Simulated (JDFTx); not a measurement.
InP: equation of state with PBEsol

**The experiment to reproduce.**

A printed reference work, data compilation reports, for a bulk crystal of InP: bulk modulus 71 GPa.

InP:

```
In P
1.0
     0.00000    2.93050    2.93050
     2.93050    0.00000    2.93050
     2.93050    2.93050    0.00000
In P
1 1
Direct
  0.00000 0.00000 0.00000
  0.75000 0.75000 0.75000
```

| Property | Result |
| --- | --- |
| Program | JDFTx 1.7.0 (patched build) |
| Task | equation of state |
| Functional | PBEsol |
| Potentials or basis | PseudoDojo-SR-PBEsol-0.4.1-standard with smoothed tails |
| Cutoff | 952 eV |
| Density cutoff | 7619 eV |
| k mesh | 8 × 8 × 8 |
| Occupations | fermi-dirac, width 0.05 eV |
| Spin | no spin polarisation |
| Local potential set to -Z/r beyond | 6 bohr |
| Bands | 15 |
| Density cutoff over wavefunction cutoff | 8 |
| Max SCF steps | 100 |
| SCF threshold on the energy | 1e-09 Ha |
| Solver of the electrons | scf |

The equilibrium volume is 25.43 Å³/atom. The bulk modulus is 67 GPa and the pressure derivative of the bulk modulus is 4.6.

Energy against volume, from the lowest point:
```
volume (Å³/atom)  energy (meV/atom)
          23.657              28.96
          24.160              14.05
          24.663               4.63
          25.167               0.12
          25.670               0.00
          26.173               3.81
          26.677              11.12
```

Measured bulk modulus of InP: 71 GPa (a printed reference work, data compilation). This calculation gives 67 GPa (-6.3 %). The fit is for a static lattice scaled at fixed shape and fixed fractional positions.
